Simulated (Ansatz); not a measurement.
# CuO (F-43m) in Ansatz: notebook

The runs below take CuO through single point, equation of state, with PBEsol.

Everything below comes from runs of Ansatz 0.2.0. Logs are shortened: lines on timing, memory, paths and dates and some standing lists are left out, and cuts for length are marked.

### 1 The crystal as given

The structure is cubic, space group F-43m (No. 216). The conventional cell has a = 4.655 Å, b = 4.655 Å, c = 4.655 Å, α = 90.00°, β = 90.00°, γ = 90.00°. Cu (site symmetry -43m) is surrounded by 4 O at 2.02 Å. O (site symmetry -43m) is surrounded by 4 Cu at 2.02 Å.

Measurements of this composition are mostly on another form, of space group No. 15.

### 2 Single point, PBEsol, 11.85 Å³/atom (volume scaled by 0.94)

The input, input.yaml:

```yaml
crystal:
  lattice:
    - [0.0, 2.2797444458, 2.2797444458]
    - [2.2797444458, 0.0, 2.2797444458]
    - [2.2797444458, 2.2797444458, 0.0]
  atoms:
    - { symbol: Cu, position: [0.0, 0.0, 0.0] }
    - { symbol: O, position: [0.25, 0.25, 0.25] }
hamiltonian:
  xc: pbesol
  pseudopotentials: { kind: paw }
kpoints:
  mp_grid: { grid: [10, 10, 10] }
scf:
  occupations: { method: fermi_dirac, width: 0.05 }
output:
  forces: true
  stress: true
  eigenvalues: true
```

Potentials or basis: Ansatz PAW.

On the command line:

```bash
ansatz run input.yaml --threads 2 --pin off --max-ram 5632MiB --backend cpu --events-out ev --progress --plain --runs-dir out
```

Standard output:

```text
Warning: RAYON_NUM_THREADS=2 ignored (pool sized by the plan → 2); use --threads N
Engine: ansatz 0.2.0, aarch64-unknown-linux-gnu
Pseudopotentials: kind: paw
Pseudopotential: Cu, paw, valence charge 19, recommended cutoff 420 eV (normal), Cu.paw.azcp
Pseudopotential: O, paw, valence charge 6, recommended cutoff 420 eV (normal), O.paw.azcp
Functional definition: PBEsol
  exchange = pbesol_x
  correlation = pbesol_c
Crystal: 2 atoms, lattice volume = 23.697 Å³
Basis set: ecut = 420 eV, 459 PW (Γ), exchange–correlation on 48×48×48 points (8 copies of the dense FFT grid, shifted against one another)
Bands: 17, of which v1, the nominal top of the filled ones, is band 13 counted from 1 (12 counted from 0)
Symmetry: 24 space group operations
Space group: F-43m (ITA 216), of the structure as read, at distance tolerance 2.9e-5 Å
k-points: 47 of 1000 (time reversal used)
Non-local potential: Cu, projectors of the file, l = 0: 3, l = 1: 2, l = 2: 3, l = 3: 1
Non-local potential: O, projectors of the file, l = 0: 2, l = 1: 2, l = 2: 1
PAW form: soft (Blöchl's): semilocal exchange-correlation on the pseudo side does not see the compensation charge
PAW frozen core: Cu, regenerated for the run's functional, and the local potential with it (the file was generated under x = pbe(κ = 0.804, μ = 0.2195149727645171), c = pbe(β = 0.06672455060314922))
PAW frozen core: O, regenerated for the run's functional, and the local potential with it (the file was generated under x = pbe(κ = 0.804, μ = 0.2195149727645171), c = pbe(β = 0.06672455060314922))
PAW one-centre angular grid: Cu, 590 points (default); XC on 64 Gauss nodes
PAW one-centre angular grid: O, 110 points (default); XC on 64 Gauss nodes
Initial density: superposition of atomic densities (neutral atoms: chi_scale 0, normalization atom), corrected by the library's trained network
Initial wavefunctions: pseudopotential atomic-orbital guess
Functional: x = pbesol(κ = 0.804, μ = 0.12345679012345678), c = pbesol(β = 0.046)
SCF iter   1: F=—  HF=-7147.914975 eV  |F-HF|=—  |Δ(HF+E_count)|=         —  Δρ=1.75e-2  dr2=4.28e-2  ethr=1.77e-3  ⟨swp⟩=5.9  Hψ=3589  notcnv=0
preconditioner: auto → LDOS  [metal: Δε(μ)=0.020 eV  Ē_g=13.573 eV  σ=0.050 eV  W_gap=0.10  n_scr=8 (ndim 8)  ℏωp=31.5 eV  f_vac=0.089  D(μ)=2.72/eV (n_scr^D=26)  β→1.0]
SCF iter   2: F=—  HF=-7147.919530 eV  |F-HF|=—  |Δ(HF+E_count)|=   4.55e-3  Δρ=1.94e-2  dr2=4.33e-2  ethr=1.71e-4  ⟨swp⟩=2.1  Hψ=1950  notcnv=0
SCF iter   3: F=—  HF=-7147.903208 eV  |F-HF|=—  |Δ(HF+E_count)|=   1.63e-2  Δρ=3.75e-3  dr2=1.88e-3  ethr=1.71e-4  ⟨swp⟩=2.4  Hψ=1556  notcnv=0
SCF iter   4: F=—  HF=-7147.902646 eV  |F-HF|=—  |Δ(HF+E_count)|=   5.62e-4  Δρ=1.11e-3  dr2=1.94e-4  ethr=7.53e-6  ⟨swp⟩=2.1  Hψ=1227  notcnv=0
SCF iter   5: F=—  HF=-7147.902612 eV  |F-HF|=—  |Δ(HF+E_count)|=   3.33e-5  Δρ=4.42e-4  dr2=3.43e-5  ethr=7.76e-7  ⟨swp⟩=2.4  Hψ=989  notcnv=0
SCF iter   6: F=—  HF=-7147.902606 eV  |F-HF|=—  |Δ(HF+E_count)|=   6.56e-6  Δρ=1.86e-4  dr2=5.71e-6  ethr=1.37e-7  ⟨swp⟩=1.0  Hψ=799  notcnv=0
SCF iter   7: F=—  HF=-7147.902605 eV  |F-HF|=—  |Δ(HF+E_count)|=   7.00e-7  Δρ=2.72e-5  dr2=1.04e-7  ethr=2.28e-8  ⟨swp⟩=1.0  Hψ=799  notcnv=0
SCF iter   8: F=-7147.902605 eV  HF=-7147.902605 eV  |F-HF|=4.27e-10  |Δ(HF+E_count)|=   5.84e-9  Δρ=1.43e-6  dr2=2.77e-10  ethr=4.00e-10  ⟨swp⟩=4.2  Hψ=2572  notcnv=0
SCF 1 converged in 8 iterations: F = -7147.902605 eV  dr2 = 2.77e-10
SCF converged after 8 iterations
Free energy (F): -7147.902605 eV
Harris-Foulkes:  -7147.902605 eV  (|F-HF|=4.27e-10)
Internal energy: -7147.880350 eV  (E = F + TS)
E sigma→0 (E₀):  -7147.891477 eV
Entropy (-TS):   -0.022256 eV (-11.128 meV/atom)
Fermi energy:    9.163305 eV
--- Per-component energies (eV) ---
  E_band       = -487.588582
  E_kinetic    = 467.915985
  E_local      = -5207.428999  (includes V_loc(G=0)·N_el)
  E_nonlocal   = 441.926840
  E_hartree    = 2249.008513
  E_xc         = -159.038272
  E_vxc        = -205.136796  (∫ρ·V_xc dr)
  E_paw        = -1777.550549  (= ΣΔE_a)
  E_vpaw       = -482.885217  (= ΣTr[D̂ρ^β])
  E_aug_tail   = 0.002844  (compensation charges beyond the density's cutoff)
  E_ewald      = -3162.958201
  E_core_change = 0.241490  (= ΣΔE_core)
  E_smearing   = -0.022256  (= −TS)
  E_closure    = -0.000000  (closes the sum)
  Σ components = -7147.902605   (vs F -7147.902605, Δ=0.00e0)
--- Forces (eV/Å), atoms counted from 1 ---
  atom   1  Cu     0.00000000    -0.00000000     0.00000000
  atom   2  O      0.00000000    -0.00000000     0.00000000
  max |Σ_I F_I| component: 8.21e-17 eV/Å
--- Stress (GPa, compression-positive) ---
       -9.732663       0.000000      -0.000000
       -0.000000      -9.732663       0.000000
        0.000000       0.000000      -9.732663
  P = ⅓ Tr σ = -9.7327 GPa (-97.327 kbar)
--- Band table (eV; the first three rows and the last of 47) ---
  k-point 0: bands = ["-102.5696", "-60.0961", "-60.0961", "-60.0961", "-9.5188", "4.3789", "4.3789", "4.3789", "7.2029", "7.2029", "9.9501", "9.9501", "9.9501", "9.9700", "23.2029", "23.2029", "23.2029"]
  k-point 1: bands = ["-102.5697", "-60.0968", "-60.0963", "-60.0963", "-9.4606", "4.2156", "4.4084", "4.4084", "7.1925", "7.1925", "9.4092", "9.8869", "9.8869", "10.7095", "22.2931", "23.2874", "23.2874"]
  k-point 2: bands = ["-102.5696", "-60.0983", "-60.0965", "-60.0965", "-9.3052", "3.8609", "4.4830", "4.4830", "7.1810", "7.1810", "8.8080", "9.7130", "9.7130", "11.7995", "20.5592", "23.3760", "23.3760"]
  k-point 46: bands = ["-102.5692", "-60.1011", "-60.0998", "-60.0986", "-8.6803", "3.7401", "4.4321", "5.0597", "6.9658", "7.1492", "7.5394", "7.7517", "8.5597", "16.3726", "18.7081", "20.0038", "21.0381"]
```

It took 1.1 s on 2 threads of Arm Neoverse V1, shared host; peak memory 0.27 GiB.

Results:

- Free energy: -7147.9026 eV
- Pressure: -9.7 GPa
- Band gap on the k mesh: none (metal or under the smearing width)

Caveat: the pressure holds a Pulay correction of +0.7 GPa for the finite cutoff; an odd number of electrons without spin polarisation forces a metal; a magnetic or distorted state may lie lower; the run has no spin polarisation, though such a crystal can be magnetic; semilocal functionals often make such compounds metallic where correlation or magnetic order opens a gap, which also shifts bond lengths; the PAW data sets come from PBE, with cores solved anew for the run's functional, which leaves a small shift of forces and pressure.

### 3 Single point, PBEsol, 12.10 Å³/atom (volume scaled by 0.96)

input.yaml: that of step 2 with these lines changed.

```diff
@@ -2,5 +2,5 @@
   lattice:
-    - [0.0, 2.2797444458, 2.2797444458]
-    - [2.2797444458, 0.0, 2.2797444458]
-    - [2.2797444458, 2.2797444458, 0.0]
+    - [0.0, 2.2957995131, 2.2957995131]
+    - [2.2957995131, 0.0, 2.2957995131]
+    - [2.2957995131, 2.2957995131, 0.0]
   atoms:
```

Potentials or basis: Ansatz PAW.

On the command line:

```bash
ansatz run input.yaml --threads 2 --pin off --max-ram 5632MiB --backend cpu --events-out ev --progress --plain --runs-dir out
```

Wall time 1.2 s (2 threads of Arm Neoverse V1, shared host); peak memory 0.27 GiB.

It converged, with:

- Free energy: -7147.8683 eV
- Pressure: -11.9 GPa
- Band gap on the k mesh: none (metal or under the smearing width)

Caveat: the pressure holds a Pulay correction of +0.7 GPa for the finite cutoff; an odd number of electrons without spin polarisation forces a metal; a magnetic or distorted state may lie lower; the run has no spin polarisation, though such a crystal can be magnetic; semilocal functionals often make such compounds metallic where correlation or magnetic order opens a gap, which also shifts bond lengths; the PAW data sets come from PBE, with cores solved anew for the run's functional, which leaves a small shift of forces and pressure.

### 4 Single point, PBEsol, 12.35 Å³/atom (volume scaled by 0.98)

input.yaml: that of step 3 with these lines changed.

```diff
@@ -2,5 +2,5 @@
   lattice:
-    - [0.0, 2.2957995131, 2.2957995131]
-    - [2.2957995131, 0.0, 2.2957995131]
-    - [2.2957995131, 2.2957995131, 0.0]
+    - [0.0, 2.3116331135, 2.3116331135]
+    - [2.3116331135, 0.0, 2.3116331135]
+    - [2.3116331135, 2.3116331135, 0.0]
   atoms:
```

On the command line:

```bash
ansatz run input.yaml --threads 2 --pin off --max-ram 5632MiB --backend cpu --events-out ev --progress --plain --runs-dir out
```

Wall time 1.1 s (2 threads of Arm Neoverse V1, shared host); peak memory 0.27 GiB.

The run converged. Its results:

```
Free energy            : -7147.8277 eV
Pressure               : -13.9 GPa
Band gap on the k mesh : none (metal or under the smearing width)
```

Caveat: the pressure holds a Pulay correction of +0.6 GPa for the finite cutoff; an odd number of electrons without spin polarisation forces a metal; a magnetic or distorted state may lie lower; the run has no spin polarisation, though such a crystal can be magnetic; semilocal functionals often make such compounds metallic where correlation or magnetic order opens a gap, which also shifts bond lengths; the PAW data sets come from PBE, with cores solved anew for the run's functional, which leaves a small shift of forces and pressure.

### 5 Single point, PBEsol, 12.60 Å³/atom

input.yaml: that of step 4 with these lines changed.

```diff
@@ -2,5 +2,5 @@
   lattice:
-    - [0.0, 2.3116331135, 2.3116331135]
-    - [2.3116331135, 0.0, 2.3116331135]
-    - [2.3116331135, 2.3116331135, 0.0]
+    - [0.0, 2.32725273, 2.32725273]
+    - [2.32725273, 0.0, 2.32725273]
+    - [2.32725273, 2.32725273, 0.0]
   atoms:
```

On the command line:

```bash
ansatz run input.yaml --threads 2 --pin off --max-ram 5632MiB --backend cpu --events-out ev --progress --plain --runs-dir out
```

It took 1.1 s on 2 threads of Arm Neoverse V1, shared host; peak memory 0.27 GiB.

Results (log left out):

- Free energy: -7147.7812 eV
- Pressure: -15.6 GPa
- Band gap on the k mesh: none (metal or under the smearing width)

Caveat: the pressure holds a Pulay correction of +0.6 GPa for the finite cutoff; an odd number of electrons without spin polarisation forces a metal; a magnetic or distorted state may lie lower; the run has no spin polarisation, though such a crystal can be magnetic; semilocal functionals often make such compounds metallic where correlation or magnetic order opens a gap, which also shifts bond lengths; the PAW data sets come from PBE, with cores solved anew for the run's functional, which leaves a small shift of forces and pressure.

### 6 Single point, PBEsol, 12.86 Å³/atom (volume scaled by 1.02)

input.yaml: that of step 5 with these lines changed.

```diff
@@ -2,5 +2,5 @@
   lattice:
-    - [0.0, 2.32725273, 2.32725273]
-    - [2.32725273, 0.0, 2.32725273]
-    - [2.32725273, 2.32725273, 0.0]
+    - [0.0, 2.3426654489, 2.3426654489]
+    - [2.3426654489, 0.0, 2.3426654489]
+    - [2.3426654489, 2.3426654489, 0.0]
   atoms:
```

Potentials or basis: Ansatz PAW.

On the command line:

```bash
ansatz run input.yaml --threads 2 --pin off --max-ram 5632MiB --backend cpu --events-out ev --progress --plain --runs-dir out
```

Wall time 1.1 s (2 threads of Arm Neoverse V1, shared host); peak memory 0.27 GiB.

The run converged. Its results:

```yaml
Free_energy: -7147.7298 eV
Pressure: -17.1 GPa
Band_gap_on_the_k_mesh: none (metal or under the smearing width)
```

Caveat: the pressure holds a Pulay correction of +0.6 GPa for the finite cutoff; an odd number of electrons without spin polarisation forces a metal; a magnetic or distorted state may lie lower; the run has no spin polarisation, though such a crystal can be magnetic; semilocal functionals often make such compounds metallic where correlation or magnetic order opens a gap, which also shifts bond lengths; the PAW data sets come from PBE, with cores solved anew for the run's functional, which leaves a small shift of forces and pressure.

### 7 Single point, PBEsol, 13.11 Å³/atom (volume scaled by 1.04)

input.yaml: that of step 6 with these lines changed.

```diff
@@ -2,5 +2,5 @@
   lattice:
-    - [0.0, 2.3426654489, 2.3426654489]
-    - [2.3426654489, 0.0, 2.3426654489]
-    - [2.3426654489, 2.3426654489, 0.0]
+    - [0.0, 2.3578779885, 2.3578779885]
+    - [2.3578779885, 0.0, 2.3578779885]
+    - [2.3578779885, 2.3578779885, 0.0]
   atoms:
```

On the command line:

```bash
ansatz run input.yaml --threads 2 --pin off --max-ram 5632MiB --backend cpu --events-out ev --progress --plain --runs-dir out
```

Wall time 1.1 s (2 threads of Arm Neoverse V1, shared host); peak memory 0.24 GiB.

The run converged. Its results:

```
Free energy            : -7147.6741 eV
Pressure               : -18.3 GPa
Band gap on the k mesh : none (metal or under the smearing width)
```

Caveat: the pressure holds a Pulay correction of +0.6 GPa for the finite cutoff; an odd number of electrons without spin polarisation forces a metal; a magnetic or distorted state may lie lower; the run has no spin polarisation, though such a crystal can be magnetic; semilocal functionals often make such compounds metallic where correlation or magnetic order opens a gap, which also shifts bond lengths; the PAW data sets come from PBE, with cores solved anew for the run's functional, which leaves a small shift of forces and pressure.

### 8 Single point, PBEsol, 13.36 Å³/atom (volume scaled by 1.06)

input.yaml: that of step 7 with these lines changed.

```diff
@@ -2,5 +2,5 @@
   lattice:
-    - [0.0, 2.3578779885, 2.3578779885]
-    - [2.3578779885, 0.0, 2.3578779885]
-    - [2.3578779885, 2.3578779885, 0.0]
+    - [0.0, 2.3728967245, 2.3728967245]
+    - [2.3728967245, 0.0, 2.3728967245]
+    - [2.3728967245, 2.3728967245, 0.0]
   atoms:
@@ -19 +19,5 @@
   eigenvalues: true
+  write_density: true
+  write_potential: true
+  elf: true
+  volumetric_format: npy
```

On the command line:

```bash
ansatz run input.yaml --threads 2 --pin off --max-ram 5632MiB --backend cpu --events-out ev --progress --plain --runs-dir out
```

It took 1.5 s on 2 threads of Arm Neoverse V1, shared host; peak memory 0.28 GiB.

The run converged. Its results:

| Quantity | Value |
| --- | --- |
| Free energy | -7147.6145 eV |
| Pressure | -19.5 GPa |
| Band gap on the k mesh | none (metal or under the smearing width) |

Caveat: the pressure holds a Pulay correction of +0.6 GPa for the finite cutoff; an odd number of electrons without spin polarisation forces a metal; a magnetic or distorted state may lie lower; the run has no spin polarisation, though such a crystal can be magnetic; semilocal functionals often make such compounds metallic where correlation or magnetic order opens a gap, which also shifts bond lengths; the PAW data sets come from PBE, with cores solved anew for the run's functional, which leaves a small shift of forces and pressure.

### 9 Equation of state, PBEsol

Potentials or basis: Ansatz PAW.

This step only gathers the single runs of the series.

Results:

```
Equilibrium volume : 11.00 Å³/atom (rough: see the caveat)
Bulk modulus       : 155 GPa (rough)
```

Energy against volume, from the lowest point:
```
volume (Å³/atom)  energy (meV/atom)
          11.848               0.00
          12.100              17.15
          12.353              37.47
          12.605              60.72
          12.857              86.38
          13.109             114.25
          13.361             144.07
```

Caveat: the minimum lies outside the volumes run; the run has no spin polarisation, though such a crystal can be magnetic.
